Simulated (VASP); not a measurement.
# Ni (Fm-3m) in VASP: further runs, part 2 of 2

VASP 6.6.1. Earlier steps stand in the parts before.

## (3) Single point, LDA, collinear spin, ferromagnetic start

The input, run.py:

```python
from ase.calculators.vasp import Vasp
from ase.dft.bandgap import bandgap
from ase.io import read

atoms = read('POSCAR')
atoms.set_initial_magnetic_moments([1.0])
calc = Vasp(
    directory='calc',
    xc='lda',
    pp='LDA',
    setups='recommended',
    pp_version='54',
    prec='Accurate',
    encut=520,
    ediff=1e-06,
    ismear=0,
    sigma=0.02,
    lreal=False,
    lasph=True,
    nelm=100,
    algo='Fast',
    isif=2,
    lwave=False,
    lcharg=False,
    ispin=2,
    lorbit=11,
    lmaxmix=4,
    kpts=[13, 13, 13],
    gamma=True,
)
atoms.calc = calc

print('energy (eV):', atoms.get_potential_energy())
print('free energy (eV):', atoms.get_potential_energy(force_consistent=True))
print('forces (eV/A):')
print(atoms.get_forces())
print('stress (eV/A^3, Voigt):', atoms.get_stress())
print('Fermi level (eV):', calc.get_fermi_level())
print('moment (muB):', atoms.get_magnetic_moment())
print('site moments (muB):', atoms.get_magnetic_moments())
gap, top, bottom = bandgap(calc)
print('band gap (eV):', gap, 'from (spin, k, band)', top, 'to', bottom)
```

The input, POSCAR:

```
Ni
1.0
    0.0000000000      1.7375729330      1.7375729330
    1.7375729330      0.0000000000      1.7375729330
    1.7375729330      1.7375729330      0.0000000000
Ni
1
Direct
    0.0000000000      0.0000000000      0.0000000000
```

Potentials or basis: VASP PAW LDA potentials, release 54 (Ni).

Run with:

```console
python run.py
```

What it wrote:

```text
energy (eV): -6.56627147
free energy (eV): -6.56645363
forces (eV/A):
[[0. 0. 0.]]
stress (eV/A^3, Voigt): [ 0.06436215  0.06436215  0.06436215 -0.          0.          0.        ]
Fermi level (eV): 9.55482084
moment (muB): 0.6128557
site moments (muB): [0.615]
band gap (eV): 0.0 from (spin, k, band) (None, None, None) to (None, None, None)
```

OUTCAR:

```text
ENCUT = 520.000000
   EDIFF = 1.00e-06
   PREC = Accurate
   ISIF = 2
   ISMEAR = 0
   ISPIN = 2
   LORBIT = 11
   NELM = 100
   LASPH = .TRUE.
   LREAL = .FALSE.

 ion  position               nearest neighbor table
   1  0.000  0.000  0.000-

[... 1316 lines left out ...]

  FREE ENERGIE OF THE ION-ELECTRON SYSTEM (eV)
  ---------------------------------------------------
  free  energy   TOTEN  =        -6.5664536313 eV

  energy  without entropy=       -6.5660893044  energy(sigma->0) =       -6.56627147

 total charge

# of ion       s       p       d       tot
------------------------------------------
    1        0.515   0.529   8.343   9.386

 magnetization (x)

# of ion       s       p       d       tot
------------------------------------------
    1       -0.004  -0.018   0.637   0.615
```

INCAR:

```text
ENCUT = 520.000000
SIGMA = 0.020000
EDIFF = 1.00e-06
ALGO = Fast
PREC = Accurate
ISIF = 2
ISMEAR = 0
ISPIN = 2
LMAXMIX = 4
LORBIT = 11
NELM = 100
LASPH = .TRUE.
LCHARG = .FALSE.
LWAVE = .FALSE.
LREAL = .FALSE.
MAGMOM = 1*1.0000
```

Wall time 14 s (1 thread of Intel Xeon Platinum 8559C (Emerald Rapids), shared host); peak memory 0.12 GiB.

What came out:

```yaml
Free_energy: -6.5665 eV
Pressure: -10.3 GPa
Band_gap_on_the_k_mesh: none (metal or under the smearing width)
Net_moment: 0.61 μB per cell
Site_moments: Ni +0.61 μB
Valence_electrons_inside_the_program's_atomic_spheres: Ni 9.39
```

Levels at points of the mesh, in eV from the Fermi level:
Spin up:
```
           k point  band 2  band 3  band 4  band 5  band 6  band 7  band 8  band 9
(0.00, 0.00, 0.00)   -2.45   -2.45   -2.45   -1.24   -1.24   24.08   28.12   28.12
```
Spin down:
| k point | band 1 | band 2 | band 3 | band 4 | band 5 | band 6 | band 7 | band 8 | band 9 | band 10 |
| --- | --- | --- | --- | --- | --- | --- | --- | --- | --- | --- |
| (0.00, 0.00, 0.00) | -9.19 | -1.83 | -1.83 | -1.83 | -0.66 | -0.66 | 24.07 | 28.18 | 28.18 | 28.18 |

## (4) Single point, PBE, collinear spin, ferromagnetic start

The input, INCAR:

```
ALGO = Fast
EDIFF = 1E-6
ENCUT = 520
GGA = PE
ISIF = 2
ISMEAR = 0
ISPIN = 2
LASPH = True
LCHARG = False
LMAXMIX = 4
LORBIT = 11
LREAL = False
LWAVE = False
MAGMOM = 1
NELM = 100
PREC = Accurate
SIGMA = 0.022
```

The input, KPOINTS:

```
k-points
0
Gamma
  13 13 13
```

POSCAR is that of step 3.

Potentials or basis: VASP PAW PBE potentials, release 64 (Ni).

Run with:

```console
cat potpaw_PBE.64/Ni/POTCAR > POTCAR
mpirun -np 1 vasp_std > vasp.out
```

Run time: 14 s. Hardware: 1 thread of Intel Xeon Platinum 8375C at 2.90GHz (Ice Lake), shared host; peak memory 0.13 GiB.

It converged, with:

- Free energy: -5.4645 eV
- Pressure: 7.5 GPa
- Band gap on the k mesh: none (metal or under the smearing width)
- Net moment: 0.62 μB per cell
- Site moments: Ni +0.63 μB
- Valence electrons inside the program's atomic spheres: Ni 9.38

Levels at points of the mesh, in eV from the Fermi level:
Spin up:
| k point | band 1 | band 2 | band 3 | band 4 | band 5 | band 6 | band 7 | band 8 | band 9 | band 10 |
| --- | --- | --- | --- | --- | --- | --- | --- | --- | --- | --- |
| (0.00, 0.00, 0.00) | -9.29 | -2.55 | -2.55 | -2.55 | -1.30 | -1.30 | 24.01 | 28.16 | 28.16 | 28.16 |
Spin down:
| k point | band 1 | band 2 | band 3 | band 4 | band 5 | band 6 | band 7 | band 8 | band 9 | band 10 |
| --- | --- | --- | --- | --- | --- | --- | --- | --- | --- | --- |
| (0.00, 0.00, 0.00) | -9.31 | -1.80 | -1.80 | -1.80 | -0.73 | -0.73 | 23.86 | 28.14 | 28.14 | 28.14 |

## (5) For comparison

An earlier run on the cell as given: functional PBE; potentials or basis VASP PAW PBE potentials, release 64 (Ni); cutoff 520 eV; k mesh 13 × 13 × 13; occupations fermi-dirac, width 0.05 eV; collinear spin, ferromagnetic start; starting moments [1.0] μB.

- Pressure: 7.9 GPa
- Band gap on the k mesh: none (metal or under the smearing width)
- Net moment: 0.62 μB per cell
- Site moments: Ni +0.63 μB
- Valence electrons inside the program's atomic spheres: Ni 9.38

## (6) The runs side by side

```csv
level,potentials or basis,smearing,gap on the mesh (eV),pressure (GPa),moment (μB)
LDA,"VASP PAW LDA potentials, release 54 (Ni)",gaussian 0.02 eV,none,-10.3,0.61
PBE,"VASP PAW PBE potentials, release 64 (Ni)",gaussian 0.022 eV,none,7.5,0.62
PBE,"VASP PAW PBE potentials, release 64 (Ni)",fermi-dirac 0.05 eV,none,7.9,0.62
```

Alike in all rows: task single point; spin collinear, ferromagnetic start; cell as given; k mesh 13 × 13 × 13; cutoff (eV) 520.

Absolute energies hang on the potentials; compare differences alone.
